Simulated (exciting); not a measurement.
# Hf (Fm-3m) in exciting: reference runs

How does Hf come out in PBEsol? The cell is run as given and disturbed.

All numbers are computed with exciting (release sodium); they aren't measurements. Logs are shortened: lines on timing, memory, paths and dates and some standing lists are left out, and cuts for length are marked.

### Step 1. Starting point

Symmetry: Fm-3m, No. 225, cubic system. Conventional cell: a = 4.440 Å, b = 4.440 Å, c = 4.440 Å, α = 90.00°, β = 90.00°, γ = 90.00°. Hf (site symmetry m-3m) has 12 Hf at 3.14 Å as nearest neighbours.

This isn't the form of Hf at room conditions, which is hcp.

### Step 2. Single point, PBEsol

Input file input.xml:

```xml
<input>
  <title>Hf</title>
  <structure speciespath="./" tshift="false">
    <crystal scale="1">
      <basevect>0.000000000000 4.195191996669 4.195191996669</basevect>
      <basevect>4.195191996669 0.000000000000 4.195191996669</basevect>
      <basevect>4.195191996669 4.195191996669 0.000000000000</basevect>
    </crystal>
    <species speciesfile="Hf.xml" rmt="2.3">
      <atom coord="0.000000000000 0.000000000000 0.000000000000"/>
    </species>
  </structure>
  <groundstate do="fromscratch" ngridk="10 10 10" rgkmax="9" gmaxvr="14" lmaxapw="10" lmaxmat="10" lmaxvr="8" xctype="GGA_PBE_SOL" stype="Fermi Dirac" swidth="0.00183747" nempty="12" ValenceRelativity="iora*" epsengy="1e-05" epspot="1e-05" maxscl="60" tforce="true" outputlevel="normal"/>
  <properties>
    <chargedensityplot>
      <plot3d>
        <box grid="16 16 16">
          <origin coord="0 0 0"/>
          <point coord="1 0 0"/>
          <point coord="0 1 0"/>
          <point coord="0 0 1"/>
        </box>
      </plot3d>
    </chargedensityplot>
    <elfplot>
      <plot3d>
        <box grid="16 16 16">
          <origin coord="0 0 0"/>
          <point coord="1 0 0"/>
          <point coord="0 1 0"/>
          <point coord="0 0 1"/>
        </box>
      </plot3d>
    </elfplot>
    <exccplot>
      <plot3d>
        <box grid="16 16 16">
          <origin coord="0 0 0"/>
          <point coord="1 0 0"/>
          <point coord="0 1 0"/>
          <point coord="0 0 1"/>
        </box>
      </plot3d>
    </exccplot>
  </properties>
</input>
```

Potentials or basis: all-electron LAPW+lo, shipped species files, valence relativity iora*.

On the command line:

```bash
> OMP_NUM_THREADS=1 exciting_smp
```

INFO.OUT:

```text
================================================================================
EXCITING SODIUM started
[... 10 lines left out ...]

 Lattice vectors (cartesian) :
      0.0000000000      4.1951919967      4.1951919967
      4.1951919967      0.0000000000      4.1951919967
      4.1951919967      4.1951919967      0.0000000000

 Reciprocal lattice vectors (cartesian) :
     -0.7488555127      0.7488555127      0.7488555127
      0.7488555127     -0.7488555127      0.7488555127
      0.7488555127      0.7488555127     -0.7488555127

 Unit cell volume                           :     147.6677032509
 Brillouin zone volume                      :       1.6797864935

 Species :    1 (Hf)
     parameters loaded from                 :    Hf.xml
     name                                   :    hafnium
     nuclear charge                         :     -72.00000000
     electronic charge                      :      72.00000000
     atomic mass                            :  325367.36570000
     muffin-tin radius                      :       2.30000000
     # of radial points in muffin-tin       :     450

     atomic positions (lattice) :
       1 :   0.00000000  0.00000000  0.00000000

 Total number of atoms per unit cell        :       1

 Spin treatment                             :    spin-unpolarised

 Number of Bravais lattice symmetries       :      48
 Number of crystal symmetries               :      48

 k-point grid                               :      10   10   10
 Total number of k-points                   :      47
 k-point set is reduced with crystal symmetries

 R^MT_min * |G+k|_max (rgkmax)              :       9.00000000
 Species with R^MT_min                      :       1 (Hf)
 Maximum |G+k| for APW functions            :       3.91304348
 Maximum |G| for potential and density      :      14.00000000

 G-vector grid sizes                        :      27    27    27
 Total number of G-vectors                  :    6855

 Maximum angular momentum used for
     APW functions                          :      10
     computing H and O matrix elements      :      10
     potential and density                  :       8
     inner part of muffin-tin               :       2

 Total nuclear charge                       :     -72.00000000
 Total electronic charge                    :      72.00000000
 Total core charge                          :      46.00000000
 Total valence charge                       :      26.00000000

 Number of empty states                     :      12
 Total number of valence states             :      26

 Maximum Hamiltonian size                   :     196
 Maximum number of plane-waves              :     169
 Total number of local-orbitals             :      27

 Exchange-correlation type                  :      22
     PBEsol, Phys. Rev. Lett. 100, 136406 (2008)
     Generalised gradient approximation (GGA)

 Smearing scheme                            :    Fermi-Dirac
 Smearing width                             :       0.00183747

 Using multisecant Broyden potential mixing
[... 6 lines left out ...]
* Groundstate module started                                                   *
********************************************************************************
 Output level for this task is set to normal

++++++++++++++++++++++++++++++++++++++++++++++++++++++++++++++++++++++++++++++++
[... 5 lines left out ...]
+ SCF iteration number :    1                                                  +
++++++++++++++++++++++++++++++++++++++++++++++++++++++++++++++++++++++++++++++++
 Total energy                               :    -15081.46321116
 _______________________________________________________________
 Fermi energy                               :         0.39735850
 Kinetic energy                             :     16889.59571433
 Coulomb energy                             :    -31665.96071178
 Exchange energy                            :      -300.24475646
 Correlation energy                         :        -4.85345725

 DOS at Fermi energy (states/Ha/cell)       :        39.75096670

 Electron charges :
     core                                   :        46.00000000
     core leakage                           :         0.00001620
     valence                                :        26.00000000
     interstitial                           :         2.90625436
     charge in muffin-tin spheres :
                  atom     1    Hf          :        69.09374564
     total charge in muffin-tins            :        69.09374564
     total charge                           :        72.00000000

++++++++++++++++++++++++++++++++++++++++++++++++++++++++++++++++++++++++++++++++
+ SCF iteration number :    2                                                  +
++++++++++++++++++++++++++++++++++++++++++++++++++++++++++++++++++++++++++++++++
 Total energy                               :    -15090.46049071
 _______________________________________________________________
 Fermi energy                               :         0.39540923
 Kinetic energy                             :     16884.62356184
 Coulomb energy                             :    -31669.80534308
 Exchange energy                            :      -300.42341632
 Correlation energy                         :        -4.85529314

 DOS at Fermi energy (states/Ha/cell)       :        37.44068992

 Electron charges :
     core                                   :        46.00000000
     core leakage                           :         0.00001574
     valence                                :        26.00000000
     interstitial                           :         2.86553944
     charge in muffin-tin spheres :
                  atom     1    Hf          :        69.13446056
     total charge in muffin-tins            :        69.13446056
     total charge                           :        72.00000000
[... 253 lines left out ...]
 RMS change in effective potential (target) :  0.212230E-08  ( 0.100000E-04)
 Absolute change in total energy   (target) :  0.189140E-05  ( 0.100000E-04)
 Charge distance                   (target) :  0.930183E-09  ( 0.100000E-04)
 Abs. change in max-nonIBS-force   (target) :   0.00000      ( 0.500000E-04)

++++++++++++++++++++++++++++++++++++++++++++++++++++++++++++++++++++++++++++++++
+ SCF iteration number :   12                                                  +
++++++++++++++++++++++++++++++++++++++++++++++++++++++++++++++++++++++++++++++++
 Total energy                               :    -15093.28185112
 _______________________________________________________________
 Fermi energy                               :         0.39485612
 Kinetic energy                             :     16882.20249349
 Coulomb energy                             :    -31670.16182030
 Exchange energy                            :      -300.46665282
 Correlation energy                         :        -4.85587148

 DOS at Fermi energy (states/Ha/cell)       :        33.82294121

 Electron charges :
     core                                   :        46.00000000
     core leakage                           :         0.00001558
     valence                                :        26.00000000
     interstitial                           :         2.82250915
     charge in muffin-tin spheres :
                  atom     1    Hf          :        69.17749085
     total charge in muffin-tins            :        69.17749085
     total charge                           :        72.00000000

 RMS change in effective potential (target) :  0.238224E-08  ( 0.100000E-04)
 Absolute change in total energy   (target) :  0.957443E-07  ( 0.100000E-04)
 Charge distance                   (target) :  0.505185E-09  ( 0.100000E-04)
 Abs. change in max-nonIBS-force   (target) :   0.00000      ( 0.500000E-04)

++++++++++++++++++++++++++++++++++++++++++++++++++++++++++++++++++++++++++++++++
| Convergency criteria checked for the last 2 iterations                       +
| Convergence targets achieved. Performing final SCF iteration                 +
++++++++++++++++++++++++++++++++++++++++++++++++++++++++++++++++++++++++++++++++
 Total energy                               :    -15093.28185074
 _______________________________________________________________
 Fermi energy                               :         0.39485612
 Kinetic energy                             :     16882.20249363
 Coulomb energy                             :    -31670.16182008
 Exchange energy                            :      -300.46665281
 Correlation energy                         :        -4.85587148

 DOS at Fermi energy (states/Ha/cell)       :        33.82294130

 Electron charges :
     core                                   :        46.00000000
     core leakage                           :         0.00001558
     valence                                :        26.00000000
     interstitial                           :         2.82250915
     charge in muffin-tin spheres :
                  atom     1    Hf          :        69.17749085
     total charge in muffin-tins            :        69.17749085
     total charge                           :        72.00000000

++++++++++++++++++++++++++++++++++++++++++++++++++++++++++++++++++++++++++++++++
+ Self-consistent loop stopped                                                 +
++++++++++++++++++++++++++++++++++++++++++++++++++++++++++++++++++++++++++++++++
 STATE.OUT is written

--------------------------------------------------------------------------------
- Writing atomic positions and forces                                          -
--------------------------------------------------------------------------------

 Atomic positions (lattice) :
 atom     1  Hf  :     0.00000000    0.00000000    0.00000000

 Total atomic forces including IBS (cartesian) :
 atom     1  Hf  :     0.00000000    0.00000000    0.00000000

 Atomic force components including IBS (cartesian) :
 atom     1  Hf  :     0.00000000    0.00000000    0.00000000   HF force
                 :     0.00000000    0.00000000    0.00000000   core correction
                 :     0.00000000    0.00000000    0.00000000   IBS correction

********************************************************************************
* Groundstate module stopped                                                   *
********************************************************************************

--------------------------------------------------------------------------------
- CAUTION! Warnings have been written in file WARNING.OUT !                    -
--------------------------------------------------------------------------------
================================================================================
| EXCITING SODIUM stopped                                                      =
================================================================================
```

It took 42 s on 1 thread of Arm Neoverse V2, shared host; peak memory 0.1 GiB.

Results:

| Property | Result |
| --- | --- |
| Free energy | -410709.1331 eV |
| Band gap on the k mesh | none (metal or under the smearing width) |
| All electrons inside the program's atomic spheres | Hf 69.18 (radii Hf 2.3 bohr) |

Caveat: the log's total energy holds no entropy term; the free energy is that total less TS from the occupations. The run has no spin-orbit coupling, so splittings on Hf are missing.

### Step 3. Single point, PBEsol (cell strained at random at fixed volume)

Input file input.xml:

```xml
<input>
  <title>Hf</title>
  <structure speciespath="./" tshift="false">
    <crystal scale="1">
      <basevect>-0.082152063816 4.171526956411 4.182636656297</basevect>
      <basevect>4.087027852748 -0.080644062368 4.181128654850</basevect>
      <basevect>4.104500260496 4.187491362711 -0.098116470117</basevect>
    </crystal>
    <species speciesfile="Hf.xml" rmt="2.3">
      <atom coord="0.001931000000 -0.011219000000 -0.003422000000"/>
    </species>
  </structure>
  <groundstate do="fromscratch" ngridk="10 10 10" rgkmax="9" gmaxvr="14" lmaxapw="10" lmaxmat="10" lmaxvr="8" xctype="GGA_PBE_SOL" stype="Fermi Dirac" swidth="0.00183747" nempty="12" ValenceRelativity="iora*" epsengy="1e-05" epspot="1e-05" maxscl="60" tforce="true" outputlevel="normal"/>
</input>
```

Potentials or basis: all-electron LAPW+lo, shipped species files, valence relativity iora*.

On the command line:

```bash
> OMP_NUM_THREADS=1 exciting_smp
```

INFO.OUT:

```text
================================================================================
EXCITING SODIUM started
[... 10 lines left out ...]

 Lattice vectors (cartesian) :
     -0.0821520638      4.1715269564      4.1826366563
      4.0870278527     -0.0806440624      4.1811286549
      4.1045002605      4.1874913627     -0.0981164701

 Reciprocal lattice vectors (cartesian) :
     -0.7446385729      0.7472732708      0.7422928105
      0.7626592513     -0.7301311173      0.7431713353
      0.7564872487      0.7419797931     -0.7251506570
[... 400 lines left out ...]
     total charge in muffin-tins            :        69.17820281
     total charge                           :        72.00000000

++++++++++++++++++++++++++++++++++++++++++++++++++++++++++++++++++++++++++++++++
+ Self-consistent loop stopped                                                 +
++++++++++++++++++++++++++++++++++++++++++++++++++++++++++++++++++++++++++++++++
 STATE.OUT is written

--------------------------------------------------------------------------------
- Writing atomic positions and forces                                          -
--------------------------------------------------------------------------------

 Atomic positions (lattice) :
 atom     1  Hf  :     0.00193100    0.98878100    0.99657800

 Total atomic forces including IBS (cartesian) :
 atom     1  Hf  :     0.00000000    0.00000000    0.00000000

 Atomic force components including IBS (cartesian) :
 atom     1  Hf  :     0.00000000    0.00000000    0.00000000   HF force
                 :     0.00000000    0.00000000    0.00000000   core correction
                 :     0.00000000    0.00000000    0.00000000   IBS correction

********************************************************************************
* Groundstate module stopped                                                   *
********************************************************************************

================================================================================
| EXCITING SODIUM stopped                                                      =
================================================================================
```

Wall time 5 min (1 thread of Arm Neoverse V2, shared host); peak memory 0.11 GiB.

Results:

- Free energy: -410709.1257 eV
- Band gap on the k mesh: none (metal or under the smearing width)
- All electrons inside the program's atomic spheres: Hf 69.18 (radii Hf 2.3 bohr)

Caveat: the log's total energy holds no entropy term; the free energy is that total less TS from the occupations.
